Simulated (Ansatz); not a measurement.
AlN: stationary points along a deformation path

The calculation used DFT LDA, scalar-relativistic, plane waves, PAW (Ansatz 0.2.0). Settings: plane waves to 420 eV, k-mesh 9×9×6 (Γ-centred), Gaussian smearing 0.05 eV. No spin polarisation. Energies are free energies at this smearing, counted from the undisturbed cell; pressure is positive in compression.

The undisturbed cell (as given, not relaxed at this level; it stands at -8.7 GPa; this form isn't the usual structure):

```xyz
4
Lattice="3.3121 0.0000 0.0000 -1.6561 2.8684 0.0000 0.0000 0.0000 4.1876" Properties=species:S:1:pos:R:3 pbc="T T T"
Al    0.0000    1.9123    3.1407
Al    1.6561    0.9561    1.0469
N     0.0000    1.9123    1.0469
N     1.6561    0.9561    3.1407
```

At fixed volume and fractional coordinates, lengths along (0.000, 0.000, 1.000) are scaled against those across it; ρ is that ratio over its starting value. V = 9.946 Å³/atom. Δσ is the stress along the axis less the mean stress across it (compression positive).

```csv
ρ,ΔE (meV/atom),Δσ (GPa),space group
0.800,220.6,58.02,P6_3/mmc
0.850,105.0,35.43,P6_3/mmc
0.920,24.5,15.06,P6_3/mmc
0.960,5.5,6.78,P6_3/mmc
1.000,0.0,-0.18,P6_3/mmc
1.050,8.2,-7.85,P6_3/mmc
1.100,30.2,-15.02,P6_3/mmc
1.200,110.0,-29.72,P6_3/mmc
1.300,235.0,-46.42,P6_3/mmc
```

Question: How does the stress give the slope of the energy, and where is the energy stationary?

Answer: Along the path d ln(length) is 2/3 d ln ρ on the axis and −1/3 d ln ρ across it, so dE/d ln ρ = −(2/3) V Δσ: the energy falls with ρ where Δσ is positive. Δσ vanishes or changes sign between ρ = 0.960 and 1.000, a minimum (near 1.00 by linear interpolation). Pairs of stationary points between two samples would go unseen, and could change a minimum read from distant neighbours into a maximum.

Question: Integrate that slope from ρ = 1 to 0.850 by the trapezoid rule.

Answer: With V/N in Å³ and 1 eV/Å³ = 160.2 GPa the slopes at ρ = 1.000, 0.960, 0.920, 0.850 are 8, -280, -623, -1466 meV/atom per unit of ln ρ. The steps add 5.6 + 19.2 + 82.7 = 107.5 meV/atom, against 105.0 from the energies; the trapezoid rule misses the curvature of the slope within each step.